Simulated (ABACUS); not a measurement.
# As (R-3m) in ABACUS: reference runs

Reference runs on As: the cell as given and a disturbed copy.

All numbers are computed with ABACUS 3.10.1; they aren't measurements. Logs are shortened: lines on timing, memory, paths and dates and some standing lists are left out, and cuts for length are marked.

## Step 1: Starting point

It takes space group R-3m (No. 166, trigonal). Conventional cell: a = 3.762 Å, b = 3.762 Å, c = 10.542 Å, α = 90.00°, β = 90.00°, γ = 120.00°. As (site symmetry 3m) has 3 As at 2.51 Å as nearest neighbours.

## Step 2: Single point, PBE

Contents of INPUT:

```
INPUT_PARAMETERS
suffix              As
calculation         scf
basis_type          pw
pseudo_dir          ./
symmetry            1
dft_functional      pbe
ecutwfc             84
pseudo_rcut         10
nspin               1
nbands              19
ks_solver           dav
smearing_method     fd
smearing_sigma      0.00367493
scf_thr             1e-08
scf_nmax            100
mixing_type         broyden
mixing_beta         0.7
cal_force           1
cal_stress          1
kpar                4
```

Contents of STRU:

```
ATOMIC_SPECIES
As 74.9216 As.upf

LATTICE_CONSTANT
1.8897261246

LATTICE_VECTORS
1.8807968987 1.0858785957 3.5140619945
-1.8807968987 1.0858785957 3.5140619945
0.0000000000 -2.1717571915 3.5140619945

ATOMIC_POSITIONS
Direct

As
0.0
2
0.2260000000 0.2260000000 0.2260000000 1 1 1
0.7740000000 0.7740000000 0.7740000000 1 1 1
```

Contents of KPT:

```
K_POINTS
0
Gamma
9 9 9 0 0 0
```

Potentials or basis: PseudoDojo NC SR 0.4.1 PBE standard, plane waves.

Started as:

```console
OMP_NUM_THREADS=1 mpirun -np 4 abacus > log
```

running log:

```text
ABACUS v3.10.1

               Atomic-orbital Based Ab-initio Computation at UStc

 ------------------------------------------------------------------------------------

 READING GENERAL INFORMATION
                           global_out_dir = OUT.As/
                           global_in_card = INPUT
                               pseudo_dir = ./
                              orbital_dir =
                                    DSIZE = 4
                                    GSIZE = 1

 READING UNITCELL INFORMATION
                                    ntype = 1
                  lattice constant (Bohr) = 1.88973
              lattice constant (Angstrom) = 1

 READING ATOM TYPE 1
                               atom label = As
                      L=0, number of zeta = 1
                      L=1, number of zeta = 1
                      L=2, number of zeta = 1
             number of atom for this type = 2

                        TOTAL ATOM NUMBER = 2
DIRECT COORDINATES
    atom                   x                   y                   z     mag                  vx                  vy                  vz
taud_As1            0.2260000000        0.2260000000        0.2260000000  0.0000        0.0000000000        0.0000000000        0.0000000000
taud_As2            0.7740000000        0.7740000000        0.7740000000  0.0000        0.0000000000        0.0000000000        0.0000000000

                          Volume (Bohr^3) = 290.59
                             Volume (A^3) = 43.0609

 Lattice vectors: (Cartesian coordinate: in unit of a_0)
              +1.8808            +1.08588            +3.51406
              -1.8808            +1.08588            +3.51406
                   +0            -2.17176            +3.51406
 Reciprocal vectors: (Cartesian coordinate: in unit of 2 pi/a_0)
            +0.265845           +0.153486           +0.094857
            -0.265845           +0.153486           +0.094857
                   +0           -0.306971           +0.094857
 The esolver type has been set to : ksdft_pw

                PAO radial cut off (Bohr) = 10

 Read in pseudopotential file is As.upf
                     pseudopotential type = NC
          exchange-correlation functional = PBE
                 nonlocal core correction = 1
                        valence electrons = 15
                                     lmax = 2
                           number of zeta = 3
                     number of projectors = 6
                           L of projector = 0
                           L of projector = 0
                           L of projector = 1
                           L of projector = 1
                           L of projector = 2
                           L of projector = 2
     initial pseudo atomic orbital number = 18

 SETUP THE ELECTRONS NUMBER
            electron number of element As = 15
      total electron number of element As = 30
            AUTOSET number of electrons:  = 30
                           occupied bands = 15
                                   NBANDS = 19
[... 155 lines left out ...]

 SETUP NONLOCAL PSEUDOPOTENTIALS IN PLANE WAVE BASIS
 As non-local projectors:
 projector 1 L=0
 projector 2 L=0
 projector 3 L=1
 projector 4 L=1
 projector 5 L=2
 projector 6 L=2
      TOTAL NUMBER OF NONLOCAL PROJECTORS = 36

 Init Non-Local PseudoPotential table :
 Init Non-Local-Pseudopotential done.

                                     npwx = 3807

 Make real space PAO into reciprocal space.
       max mesh points in Pseudopotential = 1001
     dq(describe PAO in reciprocal space) = 0.01
                                    max q = 1104

 number of pseudo atomic orbitals for As is 3
WARNING: norm of atomic wavefunction # 3 of atomic type As is 0.99996, renormalized

 -------------------------------------------
 SELF-CONSISTENT
 -------------------------------------------
                                 init_chg = atomic

 PW ALGORITHM --------------- ION=   1  ELEC=   1--------------------------------
 Notice: Threshold on eigenvalues was too large.
 hsover_error=0.3 > DRHO=0.0125385
 Origin diag ethr = 0.01
 New diag ethr = 4.17949e-05

 Density error is 0.0124554454354
                          Error Threshold = 4.1794868183e-05
----------------------------------------------------------
     Energy           Rydberg                 eV
----------------------------------------------------------
 E_KohnSham     -424.2652722586      -5772.4251662388
 E_Harris       -424.1901450614      -5771.4030082813
 E_Fermi        0.8054271107         10.9583980298
----------------------------------------------------------
[... 63 lines left out ...]
 Density error is 2.14435450064e-09
                          Error Threshold = 1.28660541241e-10
----------------------------------------------------------
     Energy           Rydberg                 eV
----------------------------------------------------------
 E_KohnSham     -424.2658813638      -5772.4334535403
 E_KS(sigma->0) -424.2658276092      -5772.4327221713
 E_Harris       -424.2652105744      -5772.4243269813
 E_band         -33.7822295592       -459.6308131489
 E_one_elec     -210.1728761182      -2859.5486802552
 E_Hartree      120.2764604038       1636.4451967632
 E_xc           -95.0278263341       -1292.9199066985
 E_Ewald        -239.3415318061      -3256.4086006117
 E_entropy(-TS) -0.0001075092        -0.0014627381
 E_descf        0.0000000000         0.0000000000
 E_exx          0.0000000000         0.0000000000
 E_Fermi        0.8122992179         11.0518978440
----------------------------------------------------------

 charge density convergence is achieved
 final etot is -5772.4334535 eV
 EFERMI = 11.051897844 eV

 STATE ENERGY(eV) AND OCCUPATIONS    NSPIN == 1
 1/22 kpoint (Cartesian) = 0.0000 0.0000 0.0000 (3787 pws)
       1       -25.3321     0.00274348
       2       -25.3321     0.00274348
       3       -25.2914     0.00274348
       4       -25.2914     0.00274348
       5       -25.2477     0.00274348
       6       -25.2182     0.00274348
[... 104 lines left out ...]
       6       -25.2205      0.0164609
[... 11 lines left out ...]
      18        14.2973    1.06439e-30
      19        17.0283    2.02218e-54

[... levels at 16 further k points ...]

------------------------------------------------------------------------------------------
 TOTAL-FORCE (eV/Angstrom)
------------------------------------------------------------------------------------------
                       As1         0.0000000000         0.0000000000         0.4396399693
                       As2         0.0000000000         0.0000000000        -0.4396399693
------------------------------------------------------------------------------------------

----------------------------------------------------------------
 TOTAL-STRESS (KBAR)
----------------------------------------------------------------
        40.9028750044         0.0000000000        -0.0000000000
        -0.0000000000        40.9028750061         0.0000000004
         0.0000000000         0.0000000004        32.7761155269
----------------------------------------------------------------
 TOTAL-PRESSURE: 38.193955 KBAR

 --------------------------------------------
 !FINAL_ETOT_IS -5772.4334535403113478 eV
 --------------------------------------------
```

stdout:

```text
ABACUS v3.10.1

               Atomic-orbital Based Ab-initio Computation at UStc

%%%%%%%%%%%%%%%%%%%%%%%%%%%%%%%%%%%%%%%%%%%%%%%%%%%%%%%%%%%%%%%%%%%%%%%%%%%%%%%%%%%%%%%%%%%%%%%%%%%%%%%%%
 Warning: the number of valence electrons in pseudopotential > 5 for As: [Ar] 3d10 4s2 4p3
[... 32 lines left out ...]
 TOTAL-STRESS (KBAR)
----------------------------------------------------------------
        40.9028750044         0.0000000000        -0.0000000000
        -0.0000000000        40.9028750061         0.0000000004
         0.0000000000         0.0000000004        32.7761155269
----------------------------------------------------------------
 TOTAL-PRESSURE: 38.193955 KBAR
```

Run time: 26 s. Hardware: 4 MPI ranks of Intel Xeon Platinum 8488C (Sapphire Rapids), shared host; peak memory 0.44 GiB.

What came out:

```
Free energy            : -5772.4335 eV
Pressure               : 3.8 GPa
Largest force          : 0.440 eV/Å
Band gap on the k mesh : none (metal or under the smearing width)
```

Forces in eV/Å, atoms in the order of the input:
```
As   0.000  0.000  0.440
As   0.000  0.000 -0.440
```

Stress tensor (GPa, compression positive):
```
4.09 0.00 0.00
0.00 4.09 0.00
0.00 0.00 3.28
```

Levels at points of the mesh, in eV from the Fermi level:
```
           k point  band 12  band 13  band 14  band 15  band 16  band 17  band 18
(0.00, 0.00, 0.00)    -5.82    -2.50    -2.05    -2.05     1.60     2.89     2.89
```

## Step 3: Single point, PBE (atoms moved at random, drawn with an rms of 0.05 Å)

INPUT is that of step 2.

STRU: that of step 2 with these lines changed.

```diff
@@ -17,3 +17,3 @@
 2
-0.2260000000 0.2260000000 0.2260000000 1 1 1
-0.7740000000 0.7740000000 0.7740000000 1 1 1
+0.2118200000 0.2247440000 0.2328240000 1 1 1
+0.7755240000 0.7755010000 0.7681290000 1 1 1
```

KPT is that of step 2.

Potentials or basis: PseudoDojo NC SR 0.4.1 PBE standard, plane waves.

Started as:

```console
OMP_NUM_THREADS=1 mpirun -np 4 abacus > log
```

Wall time 1.7 min (4 MPI ranks of Intel Xeon Platinum 8488C (Sapphire Rapids), shared host); peak memory 0.76 GiB.

Results (log left out):

| Quantity | Value |
| --- | --- |
| Free energy | -5772.4141 eV |
| Pressure | 4.4 GPa |
| Largest force | 0.728 eV/Å |
| Band gap on the k mesh | none (metal or under the smearing width) |

Forces on the atoms (eV/Å):
```
As   0.131  0.293  0.654
As  -0.131 -0.293 -0.654
```

Stress tensor (GPa, compression positive):
```
 4.04 -0.24  0.63
-0.24  5.26  1.36
 0.63  1.36  3.97
```

Levels at points of the mesh, in eV from the Fermi level:
```
           k point  band 13  band 14  band 15  band 16  band 17  band 18
(0.00, 0.00, 0.00)    -2.45    -2.21    -1.93     1.50     2.66     3.10
```
